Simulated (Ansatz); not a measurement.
Geometry optimisation, Ansatz, DFT PBE, scalar-relativistic, plane waves, PAW.

input.yaml

```yaml
accuracy: low
crystal:
  lattice:
    - [8.026796, 0.0, 0.0]
    - [4.013398, 6.951409, 0.0]
    - [0.0, 0.0, 16.73462]
  atoms:
    - { symbol: Al, position: [0.0, 0.0, 0.0597564] }
    - { symbol: As, position: [0.0, 0.0, 0.2066192] }
    - { symbol: Al, position: [0.0, 0.5, 0.0597564] }
    - { symbol: As, position: [0.0, 0.5, 0.2066192] }
    - { symbol: Al, position: [0.5, 0.0, 0.0597564] }
    - { symbol: As, position: [0.5, 0.0, 0.2066192] }
    - { symbol: Al, position: [0.5, 0.5, 0.0597564] }
    - { symbol: As, position: [0.5, 0.5, 0.2066192] }
    - { symbol: Al, position: [0.6666667, 0.6666667, 0.2555735] }
    - { symbol: As, position: [0.6666667, 0.6666667, 0.4024364] }
    - { symbol: Al, position: [0.6666667, 0.1666667, 0.2555735] }
    - { symbol: As, position: [0.6666667, 0.1666667, 0.4024364] }
    - { symbol: Al, position: [0.1666667, 0.6666667, 0.2555735] }
    - { symbol: As, position: [0.1666667, 0.6666667, 0.4024364] }
    - { symbol: Al, position: [0.1666667, 0.1666667, 0.2555735] }
    - { symbol: As, position: [0.1666667, 0.1666667, 0.4024364] }
basis:
  ecutwfc: 420.0
kpoints:
  mp_grid: { grid: [2, 2, 1] }
hamiltonian:
  xc: pbe
  pseudopotentials: { kind: paw, azcp: { folder: soft_1 } }
scf:
  occupations: { method: fermi_dirac, width: 0.05 }
  lower_state_search: "off"
relax:
  f_tol: 0.08
  max_steps: 25
  adjacent_minimum: "off"
  constraints: [{ sites: [0, 2, 4, 6] }]
output:
  write_density: true
  write_potential: true
  elf: true
  volumetric_format: npy
```

Run as:

```bash
$ ansatz run input.yaml --threads 2 --pin off --max-ram 5120MiB --backend cpu --events-out ev --progress --plain --runs-dir out
```

Question: Where does it end, and by what steps?

Answer: It converged. The force dipped under the threshold on the way, but the program's further checks kept it going. Limits of this set-up: coarse k mesh, thin slab, slab without dipole correction, low accuracy level. After 2 steps the energy has fallen by 0.062 eV; Al9 moved furthest, 0.10 Å.

| step | energy less start (eV) | largest force component (eV/Å) | accepted |
| --- | --- | --- | --- |
| 0 | 0.0000 | 0.420 | yes |
| 1 | -0.0621 | 0.032 | yes |
| 2 | -0.0621 | 0.032 | yes |

```xyz
16
Lattice="8.0268 0.0000 0.0000 4.0134 6.9514 0.0000 0.0000 0.0000 16.7346" Properties=species:S:1:pos:R:3
Al 0.000 0.000 1.000
As 0.000 0.000 3.491
Al 2.007 3.476 1.000
As 2.007 3.476 3.491
Al 4.013 0.000 1.000
As 4.013 0.000 3.491
Al 6.020 3.476 1.000
As 6.020 3.476 3.491
Al 8.027 4.634 4.380
As 8.027 4.634 6.821
Al 6.020 1.159 4.380
As 6.020 1.159 6.821
Al 4.013 4.634 4.380
As 4.013 4.634 6.821
Al 2.007 1.159 4.380
As 2.007 1.159 6.821
```

Whether the end is a true minimum wasn't checked by a vibrational analysis.

The run took 14 s on 2 threads of Arm Neoverse V2, with other jobs on the host, peak memory 1.2 GiB.
